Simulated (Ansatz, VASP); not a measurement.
**Al in VASP and in Ansatz**

The input INCAR:

```
PREC = Accurate
ENCUT = 520
EDIFF = 1E-7
ISMEAR = -1
SIGMA = 0.05
LREAL = F
LASPH = T
NELM = 60
ALGO = Normal
ISIF = 2
LWAVE = F
LCHARG = F
GGA = PE
NBANDS = 10
```

Contents of KPOINTS:

```
regular mesh
0
Gamma
  16 16 16
```

POSCAR

```
Al
1.0
   -1.9821913023      1.9821913023      1.0504015506
    1.9821913023     -1.9821913023      1.0504015506
    1.9821913023      1.9821913023     -1.0504015506
Al
2
Direct
   -0.3750000000     -0.1250000000     -0.2500000000
    0.3750000000      0.1250000000      0.2500000000
```

Input for Ansatz:

```yaml
crystal:
  lattice:
    - [-1.9821913023, 1.9821913023, 1.0504015506]
    - [1.9821913023, -1.9821913023, 1.0504015506]
    - [1.9821913023, 1.9821913023, -1.0504015506]
  atoms:
    - { symbol: Al, position: [-0.375, -0.125, -0.25] }
    - { symbol: Al, position: [0.375, 0.125, 0.25] }
kpoints:
  mp_grid: { grid: [16, 16, 16] }
  band_path:
    path:
      - [0.0, 0.0, 0.0]
      - [0.0, 0.0, 0.5]
      - [-0.5, 0.5, 0.5]
      - [0.0, 0.0, 0.0]
      - [0.3202036326, 0.3202036326, -0.3202036326]
      - [-0.3202036326, 0.6797963674, 0.3202036326]
      - [-0.5, 0.5, 0.5]
      - [0.0, 0.0, 0.5]
      - [0.25, 0.25, 0.25]
    npoints: 8
scf:
  occupations: { method: fermi_dirac, width: 0.05 }
hamiltonian:
  xc: pbe
  pseudopotentials: { kind: all_electron, lapw: { basis_error: 0.001 } }
output:
  forces: true
  stress: true
  eigenvalues: true
  populations: true
  dos: { projected: true, de: 0.2, e_range: [-14, 8] }
```

Change from the starting cell: volume scaled by 0.43, LAPW.

Alike in both runs: task single point; functional PBE; k mesh 16 × 16 × 16; occupations fermi-dirac, width 0.05 eV; no spin polarisation.

```csv
,VASP,Ansatz
version,VASP 6.6.1,Ansatz 0.2.0
potentials or method,"VASP PAW PBE potentials, release 64 (Al)","all-electron LAPW, scalar-relativistic"
plane-wave cutoff (eV),520,see its input
```

```csv
,VASP,Ansatz,Ansatz less VASP
pressure (GPa),261.0,259.0,-2.08
largest component of the traceless stress (GPa),0.20,0.28,+0.082
```

Ansatz ran all-electron here, so the differences hold the error of VASP's frozen core and of both bases.

Caveats: the cell as given lies far from equilibrium; so large a pressure means that the cell lies far from this level's equilibrium, or that cutoff or potentials fall short (VASP).
